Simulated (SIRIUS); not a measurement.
Crystal: LiH.

```
CELL_PARAMETERS angstrom
0.00000 2.03675 2.03675
2.03675 0.00000 2.03675
2.03675 2.03675 0.00000
ATOMIC_POSITIONS crystal
Li 0.00000 0.00000 0.00000
H 0.50000 0.50000 0.50000
```

Base run:

| Property | Result |
| --- | --- |
| Program | SIRIUS 7.12.0 |
| Functional | PBE |
| Potentials or basis | all-electron FP-LAPW |
| Cutoff | 168 eV |
| Basis | apw+lo standard |
| k mesh | 11 × 11 × 11 |
| Occupations | fermi-dirac, width 0.05 eV |
| Spin | no spin polarisation |

Its results: band gap on the k mesh 3.23 eV, direct.

The run is repeated on the same cell with these changes: functional from PBE to PBEsol. What comes out?

Band gap on the k mesh 2.99 eV, direct.

Caveats: the mesh misses the band edges, which the band path finds closer together.

Not every run made on this cell is shown here.
